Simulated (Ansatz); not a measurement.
**armchair BAs nanoribbon (N = 7, H edges): bands under strain**

Wanted: the relaxed geometry and the bands of the armchair BAs nanoribbon (N = 7, H edges).

Method: DFT PBE, plane waves, PAW; relaxation of a wire's period, in the first sound run; inputs show where later runs differ, in Ansatz 0.2.0.

## Step 1: The structure

The cell holds 18 atoms: 7 B, 7 As and 4 H. Cell: a = 19.783 Å, b = 7.000 Å, c = 5.880 Å, α = 90.0°, β = 90.0°, γ = 90.0°. Vacuum lies along a and b. The structure's axis is c.

## Step 2: Relaxing the period

Band widths follow the bond lengths, so the wire is relaxed first. The atoms and the third cell vector are free; the box across stays fixed as vacuum. A Fermi-Dirac smearing is set since the result may be a metal. The pressure printed is a third of the stress's trace over the whole box, vacuum included; only the stress along the axis is relaxed.

Input file input.yaml:

```yaml
crystal:
  lattice:
    - [19.783, 0.0, 0.0]
    - [0.0, 7.0, 0.0]
    - [0.0, 0.0, 5.88]
  atoms:
    - { symbol: B, position: [0.242583941, 0.5, 0.0] }
    - { symbol: B, position: [0.414186811, 0.5, 0.0] }
    - { symbol: B, position: [0.585789682, 0.5, 0.0] }
    - { symbol: B, position: [0.757392552, 0.5, 0.0] }
    - { symbol: As, position: [0.242583941, 0.5, 0.333333333] }
    - { symbol: As, position: [0.414186811, 0.5, 0.333333333] }
    - { symbol: As, position: [0.585789682, 0.5, 0.333333333] }
    - { symbol: As, position: [0.757392552, 0.5, 0.333333333] }
    - { symbol: H, position: [0.176919577, 0.5, 0.460884354] }
    - { symbol: H, position: [0.823056916, 0.5, 0.460884354] }
    - { symbol: B, position: [0.328385376, 0.5, 0.5] }
    - { symbol: B, position: [0.499988246, 0.5, 0.5] }
    - { symbol: B, position: [0.671591117, 0.5, 0.5] }
    - { symbol: As, position: [0.328385376, 0.5, 0.833333333] }
    - { symbol: As, position: [0.499988246, 0.5, 0.833333333] }
    - { symbol: As, position: [0.671591117, 0.5, 0.833333333] }
    - { symbol: H, position: [0.192241262, 0.5, 0.902210884] }
    - { symbol: H, position: [0.807735231, 0.5, 0.902210884] }
kpoints:
  mp_grid: { grid: [1, 1, 14] }
scf:
  occupations: { method: fermi_dirac, width: 0.05 }
hamiltonian:
  xc: pbe
relax:
  cell: { fix: [a, b, alpha, beta, gamma] }
  max_steps: 45
  f_tol: 0.03
```

Started as:

```sh
$ ansatz run input.yaml --threads 4 --pin off --max-ram 16384MiB --backend cpu --events-out ev --progress --plain --runs-dir out
```

Numbers of over 12 decimals in the logs are rounded to 6 here.

What it wrote:

```text
Engine: ansatz 0.2.0, aarch64-unknown-linux-gnu
Pseudopotentials: kind: paw
Pseudopotential: B, paw, valence charge 3, recommended cutoff 420 eV (normal), B.paw.azcp
Pseudopotential: As, paw, valence charge 15, recommended cutoff 420 eV (normal), As.paw.azcp
Pseudopotential: H, paw, valence charge 1, recommended cutoff 420 eV (normal), H.paw.azcp
Functional definition: PBE
  parameter kappa = 0.804
  parameter beta = 0.066725
  exchange = pbe_x(kappa = kappa, mu = beta*pi^2/3)
  correlation = pbe_c(beta = beta)
Crystal: 18 atoms, lattice volume = 814.268 Å³
Basis set: ecut = 420 eV, 15923 PW (Γ), exchange–correlation on 270×96×80 points (8 copies of the dense FFT grid, shifted against one another)
Bands: 83, of which v1, the nominal top of the filled ones, is band 65 counted from 1 (64 counted from 0)
Symmetry: 4 space group operations
Space group: Pmm2 (ITA 25), of the structure as read, at distance tolerance 9.3e-5 Å
k-points: 8 of 14 (time reversal used)
Non-local potential: B, projectors of the file, l = 0: 2, l = 1: 2, l = 2: 1
Non-local potential: As, projectors of the file, l = 0: 2, l = 1: 2, l = 2: 3, l = 3: 1
Non-local potential: H, projectors of the file, l = 0: 2, l = 1: 1
PAW form: soft (Blöchl's): semilocal exchange-correlation on the pseudo side does not see the compensation charge
PAW one-centre angular grid: B, 110 points (default); XC on 64 Gauss nodes
PAW one-centre angular grid: As, 590 points (default); XC on 64 Gauss nodes
PAW one-centre angular grid: H, 110 points (default); XC on 64 Gauss nodes
Initial density: superposition of atomic densities (neutral atoms: chi_scale 0, normalization atom), corrected by the library's trained network
Initial wavefunctions: pseudopotential atomic-orbital guess
Functional: x = pbe(κ = 0.804, μ = 0.219515), c = pbe(β = 0.066725)
SCF iter   1: F=—  HF=-35141.744243 eV  |F-HF|=—  |Δ(HF+E_count)|=         —  Δρ=1.71e-3  dr2=5.72e-2  ethr=1.77e-3  ⟨swp⟩=6.0  Hψ=2637  notcnv=0  defer=25
preconditioner: auto → Resta (q_TF=auto, 2.009 Å⁻¹)  ε∞=2.1  [insulator: Δε(μ)=1.245 eV  Ē_g=9.496 eV  σ=0.050 eV  W_gap=1.00  n_scr=102 (ndim 8)  ℏωp=10.1 eV  f_vac=0.606  D(μ)=0.00/eV (n_scr^D=0)  ε∞_Penn≈2.1  vacuum switching on, ρ_ref=6.5e-3 e/Å³]
SCF iter   2: F=—  HF=-35141.764181 eV  |F-HF|=—  |Δ(HF+E_count)|=   1.99e-2  Δρ=8.91e-4  dr2=1.99e-2  ethr=4.40e-5  ⟨swp⟩=3.0  Hψ=1025  notcnv=0  defer=72
SCF iter   3: F=—  HF=-35141.767884 eV  |F-HF|=—  |Δ(HF+E_count)|=   3.70e-3  Δρ=5.11e-4  dr2=7.87e-3  ethr=1.53e-5  ⟨swp⟩=2.5  Hψ=817  notcnv=0  defer=72
SCF iter   4: F=—  HF=-35141.769008 eV  |F-HF|=—  |Δ(HF+E_count)|=   1.12e-3  Δρ=1.69e-4  dr2=4.51e-4  ethr=6.06e-6  ⟨swp⟩=2.0  Hψ=761  notcnv=0  defer=72
SCF iter   5: F=—  HF=-35141.769434 eV  |F-HF|=—  |Δ(HF+E_count)|=   4.26e-4  Δρ=5.39e-5  dr2=3.31e-5  ethr=3.47e-7  ⟨swp⟩=2.4  Hψ=822  notcnv=0  defer=72
SCF iter   6: F=—  HF=-35141.769477 eV  |F-HF|=—  |Δ(HF+E_count)|=   4.32e-5  Δρ=2.16e-5  dr2=4.77e-6  ethr=2.55e-8  ⟨swp⟩=2.0  Hψ=914  notcnv=0  defer=72
SCF iter   7: F=—  HF=-35141.769497 eV  |F-HF|=—  |Δ(HF+E_count)|=   1.92e-5  Δρ=7.07e-6  dr2=4.83e-7  ethr=3.67e-9  ⟨swp⟩=2.0  Hψ=829  notcnv=0  defer=72
SCF iter   8: F=-35141.769499 eV  HF=-35141.769499 eV  |F-HF|=1.35e-8  |Δ(HF+E_count)|=   1.88e-6  Δρ=2.13e-6  dr2=4.65e-8  ethr=7.69e-11  ⟨swp⟩=5.0  Hψ=2114  notcnv=0
SCF 1 converged in 8 iterations: F = -35141.769499 eV  dr2 = 4.65e-8
  greatest PAW one-centre occupation: 0.999 electrons in one spin orbital (limit 2), on the As atom at site 5 (counted from 0), in its partial waves of l = 2
relax step   1: F+E_penalty+E_count = -35141.76949855 eV  Δ(F+E_penalty+E_count) = +0.000e0 eV  max|allowed force component| = 1.098e0 eV/Å  Δτ_max = 0.0000 Å  P = -0.206 GPa  Ω = 814.268 Å³  fix = [a, b, alpha, beta, gamma]  reactions: a -0.384, b +0.384 GPa  (8 SCF iters, dr2 threshold 1.00e-7 eV, accepted)
Crystal: 18 atoms, lattice volume = 816.106 Å³
Basis set: ecut = 420 eV, 15979 PW (Γ), exchange–correlation on 270×96×80 points (8 copies of the dense FFT grid, shifted against one another)
Initial density: handed on by an earlier stage of this run
Initial wavefunctions: those handed on with the density
iter 1 solved again at ethr=8.08e-5 eV; its pass at ethr=3.10e-3 eV (dr2=1.05e-1 eV) is discarded
SCF iter   1: F=—  HF=-35141.942104 eV  |F-HF|=—  |Δ(HF+E_count)|=         —  Δρ=4.84e-3  dr2=1.08e-1  ethr=8.08e-5  ⟨swp⟩=5.0  Hψ=2918  notcnv=0
preconditioner: auto → Resta (q_TF=auto, 2.009 Å⁻¹)  ε∞=2.1  [insulator: Δε(μ)=1.209 eV  Ē_g=9.578 eV  σ=0.050 eV  W_gap=1.00  n_scr=102 (ndim 8)  ℏωp=10.1 eV  f_vac=0.602  D(μ)=0.00/eV (n_scr^D=0)  ε∞_Penn≈2.1  vacuum switching on, ρ_ref=6.7e-3 e/Å³]
SCF iter   2: F=—  HF=-35141.926506 eV  |F-HF|=—  |Δ(HF+E_count)|=   1.56e-2  Δρ=2.42e-3  dr2=2.53e-2  ethr=8.08e-5  ⟨swp⟩=2.4  Hψ=791  notcnv=0  defer=8
SCF iter   3: F=—  HF=-35141.925477 eV  |F-HF|=—  |Δ(HF+E_count)|=   1.03e-3  Δρ=5.51e-4  dr2=6.58e-3  ethr=1.95e-5  ⟨swp⟩=2.2  Hψ=1004  notcnv=0  defer=8
SCF iter   4: F=—  HF=-35141.924095 eV  |F-HF|=—  |Δ(HF+E_count)|=   1.38e-3  Δρ=1.30e-4  dr2=1.11e-4  ethr=5.06e-6  ⟨swp⟩=2.0  Hψ=823  notcnv=0  defer=8
SCF iter   5: F=—  HF=-35141.924095 eV  |F-HF|=—  |Δ(HF+E_count)|=   2.57e-7  Δρ=3.71e-5  dr2=2.35e-5  ethr=8.56e-8  ⟨swp⟩=2.0  Hψ=903  notcnv=0  defer=9
SCF iter   6: F=—  HF=-35141.924091 eV  |F-HF|=—  |Δ(HF+E_count)|=   4.46e-6  Δρ=1.22e-5  dr2=4.00e-6  ethr=1.81e-8  ⟨swp⟩=2.0  Hψ=950  notcnv=0  defer=9
SCF iter   7: F=-35141.924090 eV  HF=-35141.924091 eV  |F-HF|=7.93e-7  |Δ(HF+E_count)|=   2.36e-7  Δρ=7.06e-6  dr2=1.16e-6  ethr=1.38e-9  ⟨swp⟩=5.0  Hψ=1971  notcnv=0
SCF 2 converged in 7 iterations: F = -35141.924090 eV  dr2 = 1.16e-6
  greatest PAW one-centre occupation: 0.999 electrons in one spin orbital (limit 2), on the As atom at site 7 (counted from 0), in its partial waves of l = 2
relax step   2: F+E_penalty+E_count = -35141.92408972 eV  Δ(F+E_penalty+E_count) = -1.546e-1 eV  max|allowed force component| = 4.985e-1 eV/Å  Δτ_max = 0.1191 Å  P = +0.013 GPa  Ω = 816.106 Å³  energy of the carried Pulay correction = -3.877e-4 eV  fix = [a, b, alpha, beta, gamma]  reactions: a +0.067, b +0.376 GPa  (7 SCF iters, dr2 threshold 1.80e-6 eV, accepted)
Crystal: 18 atoms, lattice volume = 813.671 Å³
iter 1 solved again at ethr=8.71e-6 eV; its pass at ethr=3.10e-3 eV (dr2=1.13e-2 eV) is discarded
SCF iter   1: F=—  HF=-35141.949719 eV  |F-HF|=—  |Δ(HF+E_count)|=         —  Δρ=1.41e-3  dr2=1.26e-2  ethr=8.71e-6  ⟨swp⟩=3.6  Hψ=2501  notcnv=0
preconditioner: auto → Resta (q_TF=auto, 2.010 Å⁻¹)  ε∞=2.1  [insulator: Δε(μ)=1.228 eV  Ē_g=9.589 eV  σ=0.050 eV  W_gap=1.00  n_scr=102 (ndim 8)  ℏωp=10.1 eV  f_vac=0.600  D(μ)=0.00/eV (n_scr^D=0)  ε∞_Penn≈2.1  vacuum switching on, ρ_ref=6.7e-3 e/Å³]
SCF iter   2: F=—  HF=-35141.946905 eV  |F-HF|=—  |Δ(HF+E_count)|=   2.81e-3  Δρ=6.72e-4  dr2=2.00e-3  ethr=8.71e-6  ⟨swp⟩=2.0  Hψ=847  notcnv=0
SCF iter   3: F=—  HF=-35141.946645 eV  |F-HF|=—  |Δ(HF+E_count)|=   2.60e-4  Δρ=1.66e-4  dr2=2.52e-4  ethr=1.54e-6  ⟨swp⟩=2.0  Hψ=834  notcnv=0
SCF iter   4: F=—  HF=-35141.946603 eV  |F-HF|=—  |Δ(HF+E_count)|=   4.18e-5  Δρ=5.19e-5  dr2=7.61e-5  ethr=1.94e-7  ⟨swp⟩=2.0  Hψ=899  notcnv=0
SCF iter   5: F=—  HF=-35141.946594 eV  |F-HF|=—  |Δ(HF+E_count)|=   9.05e-6  Δρ=2.25e-5  dr2=7.72e-6  ethr=5.86e-8  ⟨swp⟩=2.0  Hψ=757  notcnv=0
SCF iter   6: F=-35141.946594 eV  HF=-35141.946594 eV  |F-HF|=4.66e-8  |Δ(HF+E_count)|=   4.11e-7  Δρ=7.81e-6  dr2=4.03e-7  ethr=1.38e-9  ⟨swp⟩=5.0  Hψ=2012  notcnv=0
SCF 3 converged in 6 iterations: F = -35141.946594 eV  dr2 = 4.03e-7
relax step   3: F+E_penalty+E_count = -35141.94659382 eV  Δ(F+E_penalty+E_count) = -2.250e-2 eV  max|allowed force component| = 1.181e-1 eV/Å  Δτ_max = 0.0228 Å  P = +0.099 GPa  Ω = 813.671 Å³  energy of the carried Pulay correction = +1.262e-4 eV  fix = [a, b, alpha, beta, gamma]  reactions: a -0.026, b +0.376 GPa  (6 SCF iters, dr2 threshold 1.80e-6 eV, accepted)
[...]
relax step   4: F+E_penalty+E_count = -35141.94753071 eV  Δ(F+E_penalty+E_count) = -9.369e-4 eV  max|allowed force component| = 7.695e-3 eV/Å  Δτ_max = 0.0063 Å  P = +0.122 GPa  Ω = 813.574 Å³  energy of the carried Pulay correction = +1.467e-4 eV  fix = [a, b, alpha, beta, gamma]  reactions: a -0.004, b +0.375 GPa  (5 SCF iters, dr2 threshold 8.72e-7 eV, accepted)
Initial wavefunctions: pseudopotential atomic-orbital guess (no wavefunctions were taken with the density)
iter 1 solved again at ethr=9.21e-8 eV; its pass at ethr=3.10e-3 eV (dr2=1.20e-4 eV) is discarded
SCF iter   1: F=—  HF=-35141.947425 eV  |F-HF|=—  |Δ(HF+E_count)|=         —  Δρ=4.31e-6  dr2=5.35e-7  ethr=9.21e-8  ⟨swp⟩=3.6  Hψ=4468  notcnv=0
preconditioner: auto → Resta (q_TF=auto, 2.010 Å⁻¹)  ε∞=2.1  [insulator: Δε(μ)=1.240 eV  Ē_g=9.588 eV  σ=0.050 eV  W_gap=1.00  n_scr=102 (ndim 8)  ℏωp=10.1 eV  f_vac=0.601  D(μ)=0.00/eV (n_scr^D=0)  ε∞_Penn≈2.1  vacuum switching on, ρ_ref=6.7e-3 e/Å³]
SCF iter   2: F=—  HF=-35141.947406 eV  |F-HF|=—  |Δ(HF+E_count)|=   1.86e-5  Δρ=3.16e-6  dr2=3.80e-7  ethr=4.12e-10  ⟨swp⟩=3.0  Hψ=1242  notcnv=0
SCF iter   3: F=—  HF=-35141.947406 eV  |F-HF|=—  |Δ(HF+E_count)|=   4.80e-8  Δρ=1.82e-6  dr2=2.26e-8  ethr=2.92e-10  ⟨swp⟩=2.0  Hψ=738  notcnv=0
SCF iter   4: F=—  HF=-35141.947406 eV  |F-HF|=—  |Δ(HF+E_count)|=   1.38e-8  Δρ=4.29e-7  dr2=2.37e-9  ethr=1.74e-11  ⟨swp⟩=2.0  Hψ=848  notcnv=0
SCF iter   5: F=-35141.947406 eV  HF=-35141.947406 eV  |F-HF|=1.09e-10  |Δ(HF+E_count)|=  7.28e-12  Δρ=1.18e-7  dr2=8.38e-11  ethr=1.00e-12  ⟨swp⟩=3.0  Hψ=2601  notcnv=0
SCF 5 converged in 5 iterations: F = -35141.947406 eV  dr2 = 8.38e-11
  greatest PAW one-centre occupation: 0.999 electrons in one spin orbital (limit 2), on the As atom at site 4 (counted from 0), in its partial waves of l = 2
relax step   5: F+E_penalty+E_count = -35141.94740593 eV  Δ(F+E_penalty+E_count) = +1.248e-4 eV  max|allowed force component| = 7.671e-3 eV/Å  Δτ_max = 0.0000 Å  P = +0.122 GPa  Ω = 813.574 Å³  fix = [a, b, alpha, beta, gamma]  reactions: a -0.005, b +0.375 GPa  stress off target by 5.04e-3 GPa on what of the cell is left free  SCF on the basis re-selected at this cell (its energy is not comparable with the rows above)  (5 SCF iters)
basis re-selected at this cell: Δ(F+E_penalty+E_count) = +1.248e-4 eV, ΔP = -0.001 GPa vs the last step (what re-selecting the basis moved, of the pressure what is left beyond the Pulay correction that the steps carried, after the strain that the cell walked since its last selection, with what the two solves' SCF thresholds leave and, on support functions, any second-order correction that the steps lacked; it is no m [...]
SCF converged after 5 iterations
Free energy (F): -35141.947406 eV
Harris-Foulkes:  -35141.947406 eV  (|F-HF|=1.09e-10)
Internal energy: -35141.947404 eV  (E = F + TS)
E sigma→0 (E₀):  -35141.947405 eV
Entropy (-TS):   -0.000002 eV (-0.000 meV/atom)
Fermi energy:    -0.491607 eV
--- Per-component energies (eV) ---
  E_band       = -2960.760038
  E_kinetic    = 1098.391685
  E_local      = -43458.402147  (includes V_loc(G=0)·N_el)
  E_nonlocal   = -4596.223040
  E_hartree    = 21629.557548
  E_xc         = -802.519079
  E_vxc        = -851.009939  (∫ρ·V_xc dr)
  E_paw        = -13408.448807  (= ΣΔE_a)
  E_vpaw       = 1587.372799  (= ΣTr[D̂ρ^β])
  E_aug_tail   = -0.004927  (compensation charges beyond the density's cutoff)
  E_ewald      = 4395.701363
  E_smearing   = -0.000002  (= −TS)
  E_closure    = 0.000000  (closes the sum)
  Σ components = -35141.947406   (vs F -35141.947406, Δ=0.00e0)
--- Forces (eV/Å), atoms counted from 1 ---
  atom   1  B      0.00385637     0.00000000    -0.00463718
  atom   2  B     -0.00002753    -0.00000000    -0.00012792
  atom   3  B      0.00002753     0.00000000    -0.00012792
  atom   4  B     -0.00385637    -0.00000000    -0.00463718
  atom   5  As    -0.00690058    -0.00000000     0.00567414
  atom   6  As     0.00273399     0.00000000     0.00091808
  atom   7  As    -0.00273399    -0.00000000     0.00091808
  atom   8  As     0.00690058     0.00000000     0.00567414
  atom   9  H      0.00767129     0.00000000    -0.00386690
  atom  10  H     -0.00767129    -0.00000000    -0.00386690
  atom  11  B     -0.00134630    -0.00000000     0.00080611
  atom  12  B      0.00000000    -0.00000000    -0.00086092
  atom  13  B      0.00134630     0.00000000     0.00080611
  atom  14  As    -0.00186351    -0.00000000    -0.00273379
  atom  15  As    -0.00000000     0.00000000     0.00263499
  atom  16  As     0.00186351     0.00000000    -0.00273379
  atom  17  H     -0.00224393    -0.00000000     0.00307957
  atom  18  H      0.00224393     0.00000000     0.00307957
  max |Σ_I F_I| component: 1.68e-6 eV/Å
--- Stress (GPa, compression-positive) ---
       -0.004757      -0.000000       0.000000
       -0.000000       0.374673       0.000000
        0.000000       0.000000      -0.005037
  P = ⅓ Tr σ = 0.1216 GPa (1.216 kbar)
--- Relaxed structure (4 steps of the walk, 4 accepted, 1 SCFs on fresh bases) ---
  F+E_penalty+E_count = -35141.94740593 eV   max|allowed force component| = 7.671e-3 eV/Å   (the final SCF, on the basis selected at the relaxed cell)
  cell:  # Å, volume = 813.5740 Å³
    - [19.783, 0, 0]
    - [0, 7.0, 0]
    - [0, 0, 5.874986]
  atoms:
    - { symbol: B, position: [0.242937, 0.5, -4.9611547234532215e-5] }
    - { symbol: B, position: [0.414298, 0.5, 0.00216805] }
    - { symbol: B, position: [0.585679, 0.5, 0.00216805] }
    - { symbol: B, position: [0.757040, 0.5, -4.9611547234532215e-5] }
    - { symbol: As, position: [0.247183, 0.5, 0.324453] }
    - { symbol: As, position: [0.414561, 0.5, 0.335620] }
    - { symbol: As, position: [0.585415, 0.5, 0.335620] }
    - { symbol: As, position: [0.752794, 0.5, 0.324453] }
    - { symbol: H, position: [0.181767, 0.5, 0.454451] }
    - { symbol: H, position: [0.818210, 0.5, 0.454451] }
    - { symbol: B, position: [0.329441, 0.5, 0.503729] }
    - { symbol: B, position: [0.499988, 0.5, 0.503659] }
    - { symbol: B, position: [0.670536, 0.5, 0.503729] }
    - { symbol: As, position: [0.328740, 0.5, 0.837415] }
    - { symbol: As, position: [0.499988, 0.5, 0.835747] }
    - { symbol: As, position: [0.671237, 0.5, 0.837415] }
    - { symbol: H, position: [0.190054, 0.5, 0.902274] }
    - { symbol: H, position: [0.809923, 0.5, 0.902274] }
```

Run time: 48 s. Hardware: 4 threads of Arm Neoverse V2, shared host; peak memory 1.6 GiB.

The steps of the relaxation:

```
step  energy less that of the first step (eV)  largest force component (eV/Å)  pressure (GPa)  volume (Å³)
   1                                   0.0000                          1.0983           -0.21       814.27
   2                                  -0.1546                          0.4985            0.01       816.11
   3                                  -0.1771                          0.1181            0.10       813.67
   4                                  -0.1780                          0.0077            0.12       813.57
  5*                                  -0.1779                          0.0077            0.12       813.57
```

Relaxation steps marked * repeat the geometry before them on a plane-wave basis chosen anew for their cell, so energy and pressure can jump there.

The run keeps the 4 symmetry operations that it works with, so distortions that break them were not tested.

```
cell as run  before  after  change
      c (Å)   5.880  5.875  -0.1 %
```

The atoms that moved most (Å, along periodic axes as changes of fractional coordinates times the final cell, across vacuum about the mean position):

```
atom      dx     dy      dz  length
 As8  -0.091  0.000  -0.052   0.105
 As5   0.091  0.000  -0.052   0.105
 H10  -0.096  0.000  -0.038   0.103
  H9   0.096  0.000  -0.038   0.103
 H17  -0.043  0.000   0.000   0.043
 H18   0.043  0.000   0.000   0.043
 B13  -0.021  0.000   0.022   0.030
 B11   0.021  0.000   0.022   0.030
```

Numbers from this step:

| Property | Result |
| --- | --- |
| cell length along the wire | 5.875 Å |

The cell's length comes to 5.875 Å with spin left out.

[end of part 1 of 3]

[Logs are printed without paths, hosts, clocks, repeated set-up lines and the standing remarks that a program may print on its own settings, such as how far it seeks lower states.]

[Hosts, paths, dates, database ids (printed as entryN), source tags and the programs' standing remarks are cut or masked in the printed files.]
